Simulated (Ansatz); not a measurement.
Set up this calculation in Ansatz 0.2.0, as the native input.

| Quantity | Value |
| --- | --- |
| Task | electric field gradients |
| Functional | PBEsol |
| Dispersion | D3(BJ)-ATM |
| Potentials or basis | Ansatz PAW |
| Cutoff | 420 eV (not typed: the program's choice for these potentials) |
| k mesh | 12 × 12 × 12 |
| Occupations | fermi-dirac, width 0.15 eV |
| Spin | no spin polarisation |
| Hubbard terms | W d U = 5 eV |
| Hubbard projectors | ortho-atomic |
| Double counting | fll (the default) |

Crystal: W.

```
W
1.0
    -1.58234    1.58234    1.58234
     1.58234   -1.58234    1.58234
     1.58234    1.58234   -1.58234
W
1
Direct
  0.00000 0.00000 0.00000
```

One way to write it, as run:

input.yaml

```yaml
crystal:
  lattice: { a: 3.16469, b: 3.16469, c: 3.16469, alpha: 90.0, beta: 90.0, gamma: 90.0 }
  space_group: 229
  reduce_to_primitive: true
  atoms:
    - { symbol: W, wyckoff: "2a", position: [0.0, 0.0, 0.0] }
hamiltonian:
  xc: pbesol
  pseudopotentials: { kind: paw }
  dispersion: d3bjatm
  hubbard:
    sites: [{ species: W, l: d, u_eff: 5.0 }]
    projectors: ortho-atomic
kpoints:
  mp_grid: { grid: [12, 12, 12] }
scf:
  occupations: { method: fermi_dirac, width: 0.15 }
output:
  forces: true
  stress: true
  eigenvalues: true
  efg: {}
```

Potentials or basis: Ansatz PAW.

Run with:

```console
$ ansatz run input.yaml --threads 1 --pin off --max-ram 2560MiB --backend cpu --events-out ev --progress --plain --runs-dir out
```

It gave:

- Pressure: -5.1 GPa
- Band gap on the k mesh: none (metal or under the smearing width)

Caveat: U without spin polarisation on a metal has little footing; pairwise dispersion overbinds metals, which lowers pressure and volume; the PAW data sets come from PBE, with cores solved anew for the run's functional, which leaves a small shift of forces and pressure; the U is typed as a test and isn't derived for this compound.

Wall time 1.8 s on 1 thread of Arm Neoverse V2, with other jobs on the host, peak memory 0.3 GiB.
